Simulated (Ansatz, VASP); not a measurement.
# Two plane-wave programs on Ni3Ge

The input INCAR:

```
  PREC = Accurate
  ENCUT = 520
  EDIFF = 1E-7
  ISMEAR = -5
  SIGMA = 0.1
  LREAL = False
  LASPH = True
  NELM = 100
  ALGO = Normal
  ISIF = 2
  LWAVE = False
  LCHARG = False
  GGA = PS
  NBANDS = 30
```

The input KPOINTS:

```
regular mesh
0
Gamma
  12 12 12
```

POSCAR

```
Ni3Ge
1.0
    3.5303341067      0.0000000000      0.0000000000
    0.0000000000      3.5303341067      0.0000000000
    0.0000000000      0.0000000000      3.5303341067
Ni Ge
3 1
Direct
    0.5000000000      0.0000000000      0.5000000000
    0.0000000000      0.5000000000      0.5000000000
    0.5000000000      0.5000000000      0.0000000000
    0.0000000000      0.0000000000      0.0000000000
```

Input for Ansatz:

```yaml
crystal:
  lattice:
    - [3.5303341067, 0.0, 0.0]
    - [0.0, 3.5303341067, 0.0]
    - [0.0, 0.0, 3.5303341067]
  atoms:
    - { symbol: Ni, position: [0.5, 0.0, 0.5] }
    - { symbol: Ni, position: [0.0, 0.5, 0.5] }
    - { symbol: Ni, position: [0.5, 0.5, 0.0] }
    - { symbol: Ge, position: [0.0, 0.0, 0.0] }
basis:
  ecutwfc: 420
kpoints:
  mp_grid: { grid: [12, 12, 12] }
hamiltonian:
  xc: pbesol
scf:
  occupations: { method: tetrahedron }
output:
  forces: true
  stress: true
  eigenvalues: true
```

Alike in both runs: task single point; functional PBEsol; k mesh 12 × 12 × 12; occupations tetrahedron; no spin polarisation.

```csv
,VASP,Ansatz
version,VASP 6.6.1,Ansatz 0.2.0
potentials or method,"VASP PAW PBE potentials, release 64 (Ni, Ge_d)","scalar-relativistic, plane waves, PAW"
plane-wave cutoff (eV),520,420
valence electrons in the cell,44,68
```

Ansatz gave:

- gap on the k mesh at the Fermi level (eV): none
- pressure (GPa): -1.0

What did VASP give for the same quantities?

gap on the k mesh at the Fermi level (eV): none; pressure (GPa): -0.8.

A gap of «none» marks a metal or a gap that the smearing closes. With one functional, cell and mesh, what is left measures potentials, basis and numerics. The two sets of potentials don't hold the same shells in valence. Ansatz warned: «band_table_not_solved_further».

Caveats: the PAW data sets were made with another functional, which shifts forces and pressure a little (VASP); tetrahedron occupations give inexact forces and stress in metals. Spin polarisation is off, so any magnetic state and its effect on volume and gap are missing.
